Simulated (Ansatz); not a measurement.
The elements of this relaxed trial crystal are hidden behind letters.

```
lattice vectors (Å)
  -4.5032    4.5032    2.6375
   4.5032   -4.5032    2.6375
   4.5032    4.5032   -2.6375
fractional positions
X 0.6770 0.6770 0.3539
X 0.3230 0.3230 0.6461
X 0.3230 0.6770 0.0000
X 0.6770 0.3230 0.0000
Z 0.5000 0.5000 0.5000
Z 0.0000 0.0000 0.5000
Z 0.5000 0.7096 0.2096
Z 0.7096 0.5000 0.2096
Z 0.2904 0.5000 0.7904
Z 0.5000 0.2904 0.7904
Z 0.0000 0.5000 0.0000
Z 0.5000 0.0000 0.0000
```

Method: DFT PBE, scalar-relativistic, plane waves, PAW in Ansatz 0.2.0. Settings of the last relaxation (12-atom cell): 420 eV, 6×6×6 k points, Gaussian smearing of 0.02 eV, no spin polarisation.

| Quantity | Value |
| --- | --- |
| Space group | I4/mmm (No. 139) |
| Conventional cell | a = 9.006 Å, c = 5.275 Å |
| Volume per atom | 17.83 Å³ |
| Density | 1.87 g/cm³ |
| Energy over the elements | −2.773 eV/atom |
| Gap on the 6×6×6 mesh of the 12-atom cell | 5.36 eV |

Energies are uncorrected and count from the elements' standard states at the same level.

Question: X is a p-block element of period 3 and Z is a p-block element of period 2. Which elements are they?

Answer: X = Si, Z = O, so the formula is SiO2. Density times volume gives a mean mass of 1.87 × 17.83/1.6605 = 20.1 u per atom, and this set has 20.0 u. Si has 4 O at 1.61–1.62 Å; around O on a site of symmetry 2/m lie 2 Si at 1.61 Å; around O on a site of symmetry m2m lie 2 Si at 1.62 Å. Other sets within the hints have nearly the same mass, so mass alone doesn't settle it; this one was computed.

Kohn–Sham gaps at this level usually fall short of measured ones. A structure relaxed within its symmetry needn't be a true minimum.
